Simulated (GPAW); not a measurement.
A run of GPAW 26.7.0 is set up as follows.

File run.py:

```python
import numpy as np
from ase.dft.bandgap import bandgap
from ase.io import read, write
from ase.units import GPa
from gpaw import GPAW, PW, setup_paths
from gpaw.spinorbit import soc_eigenstates

setup_paths.insert(0, '.')

atoms = read('As.xyz')

calc = GPAW(mode=PW(600),
            xc='GGA_X_B88+GGA_C_P86',
            kpts={'size': (6, 6, 6), 'gamma': True},
            occupations={'name': 'fermi-dirac', 'width': 0.05},
            nbands=13,
            convergence={'density': 1e-05, 'energy': 1e-05},
            maxiter=150,
            txt='gpaw.txt')
atoms.calc = calc
energy = atoms.get_potential_energy()
forces = atoms.get_forces()
stress = atoms.get_stress()
calc.write('gs.gpw')
write('result.traj', atoms)
print(f'Energy: {energy:.6f} eV')
print('Forces (eV/A):')
print(forces.round(4))
print('Stress (GPa):', (stress / GPa).round(3))
print('Fermi level:', round(calc.get_fermi_level(), 4), 'eV')
print(f'Gap: {bandgap(calc)[0]:.4f} eV, direct: {bandgap(calc, direct=True)[0]:.4f} eV')

path = atoms.cell.bandpath('GLB1,BZGX,QFP1Z,LP', npoints=60, eps=1e-4)
bs_calc = calc.fixed_density(kpts=path, symmetry='off', nbands=23,
                             convergence={'bands': 'CBM+6.0', 'eigenstates': 1e-6}, txt='bands.txt')
bs = bs_calc.band_structure()
bs.write('bs.json')
print(f'Gap on the path: {bandgap(bs_calc)[0]:.4f} eV')

soc = soc_eigenstates(bs_calc, theta=54.7, phi=45)
np.savetxt('soc_bands.dat', soc.eigenvalues(), fmt='%.4f')
mesh = soc_eigenstates('gs.gpw', theta=54.7, phi=45)
np.savetxt('soc_mesh.dat', mesh.eigenvalues(), fmt='%.4f')
print('Fermi level with spin-orbit coupling:', round(mesh.fermi_level, 4), 'eV')
```

File As.xyz:

```xyz
2
Lattice="1.8807968987 1.0858785957 3.5140619945 -1.8807968987 1.0858785957 3.5140619945 0.0000000000 -2.1717571915 3.5140619945" Properties=species:S:1:pos:R:3 pbc="T T T"
As     0.0000000000      0.0000000000      2.3825340323
As     0.0000000000     -0.0000000001      8.1596519512
```

Potentials or basis: PAW data sets generated in the run's folder for this functional, pw.

Launch:

```console
$ gpaw-setup -f GGA_X_B88+GGA_C_P86 As
$ OMP_NUM_THREADS=1 python run.py
```

Task: What does it give for the largest force?

Result: 0.356 eV/Å.

Task: What does it give for the pressure?

Result: 4.7 GPa.

Levels at the corners of the path, in eV from the Fermi level:
```
point  band 7  band 8  band 9  band 10  band 11  band 12  band 13  band 14
    Γ   -2.10   -2.10   -1.92    -1.92     1.60     1.60     2.79     2.79
    L   -2.81   -2.81   -0.38    -0.38    -0.29    -0.29     0.43     0.43
   B1   -5.34   -5.34   -1.39    -1.39     1.28     1.28     5.23     5.23
    B   -5.34   -5.34   -1.39    -1.39     1.28     1.28     5.23     5.23
    Z   -1.67   -1.67   -0.63    -0.63     0.69     0.69     0.89     0.89
    Γ   -2.10   -2.10   -1.92    -1.92     1.60     1.60     2.79     2.79
    X   -3.59   -3.59   -3.45    -3.45     3.16     3.16     3.40     3.40
    Q   -3.59   -3.59   -3.45    -3.45     3.16     3.16     3.40     3.40
    F   -4.25   -4.25   -4.05    -4.05     1.52     1.52     5.43     5.43
   P1   -3.77   -3.77   -2.99    -2.99     2.20     2.20     3.86     3.86
    Z   -1.67   -1.67   -0.63    -0.63     0.69     0.69     0.89     0.89
    L   -2.81   -2.81   -0.38    -0.38    -0.29    -0.29     0.43     0.43
    P   -3.77   -3.77   -2.99    -2.99     2.20     2.20     3.86     3.86
```

Caveat: spin-orbit coupling was added after a scalar SCF, so levels and gaps hold it while energy, forces, pressure and moments don't; this program's spin-orbit splittings come out too wide for heavy elements.
